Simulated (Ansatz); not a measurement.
What strain does to BaHfO3 (cubic perovskite)

BaHfO3 built on the cubic perovskite prototype, relaxed with r2SCAN in Ansatz 0.2.0. Space group Pm-3m (No. 221), cubic; conventional cell a = 4.177 Å, 14.58 Å³ an atom. Ba is surrounded by 12 O at 2.95 Å; Hf is surrounded by 6 O at 2.09 Å; O is surrounded by 2 Hf at 2.09 Å and 4 Ba at 2.95 Å.

The axes x, y and z are those of this cell:
```
CELL_PARAMETERS angstrom
4.17706 0.00000 0.00000
0.00000 4.17706 0.00000
0.00000 0.00000 4.17706
ATOMIC_POSITIONS crystal
Ba 0.00000 0.00000 0.00000
Hf 0.50000 0.50000 0.50000
O 0.50000 0.50000 0.00000
O 0.50000 0.00000 0.50000
O 0.00000 0.50000 0.50000
```

Unstrained: With PBE the valence top lies at R and the conduction bottom at Γ, 3.665 eV higher; the smallest vertical gap, at Γ, is 3.772 eV. With r2SCAN the valence top lies at R and the conduction bottom at Γ, 4.194 eV higher; the smallest vertical gap, at Γ, is 4.317 eV. HSE06 gives an indirect gap of 5.177 eV, from R to Γ; the least direct gap is 5.341 eV at Γ. Meshes: PBE 6×6×6, r2SCAN 6×6×6, HSE06 4×4×4. Strains are changes of length per length. After each strain the atoms were relaxed again with r2SCAN within the symmetry that the strain leaves, so tilts or polar shifts that break it weren't tested; points keep the names that they have in the unstrained zone. Spin-unpolarised throughout; all numbers are computed.

Changes of the least gap in eV (an overlap counts as a negative gap):

| strain | volume change (%) | space group | PBE | r2SCAN | HSE06 | energy rise, r2SCAN (meV/atom) |
| --- | --- | --- | --- | --- | --- | --- |
| uniaxial +3.0 % along z | +3.0 | P4/mmm | -0.146 | -0.154 | -0.150 | 12.5 |
| epitaxial -4.0 % in the xy plane, free normal strain +2.30 % | -5.7 | P4/mmm | -0.089 | -0.074 | -0.069 | 63.9 |
| uniaxial -1.0 % along x | -1.0 | P4/mmm | -0.023 | -0.021 | -0.021 | 1.6 |
| isotropic +2.0 % on every length | +6.1 | Pm-3m | -0.128 | -0.144 | -0.145 | 26.2 |

Uniaxial +3.0 % along z, other directions held. HSE06: the gap goes from 5.177 to 5.027 eV (-0.150 eV). Stress change with r2SCAN, compression positive: xx -2.42, yy -2.42, zz -8.71 GPa.

Epitaxial -4.0 % in the xy plane, free normal strain +2.30 %. HSE06: the gap goes from 5.177 to 5.108 eV (-0.069 eV). Stress change with r2SCAN, compression positive: xx +19.15, yy +19.15, zz -0.01 GPa.

Uniaxial -1.0 % along x, other directions held. HSE06: the gap goes from 5.177 to 5.156 eV (-0.021 eV). Stress change with r2SCAN, compression positive: xx +3.59, yy +0.89, zz +0.89 GPa.

Isotropic +2.0 % on every length. HSE06: the gap goes from 5.177 to 5.032 eV (-0.145 eV). Stress change with r2SCAN, compression positive: xx -8.92, yy -8.92, zz -8.92 GPa. For HSE06, dE_g/d ln V = -2.4 eV over this step.

Spin-orbit coupling is left out, which matters wherever the heavy atoms make up the band edges.

The meshes of the hybrids are coarse, so their gaps aren't converged to the digits shown.
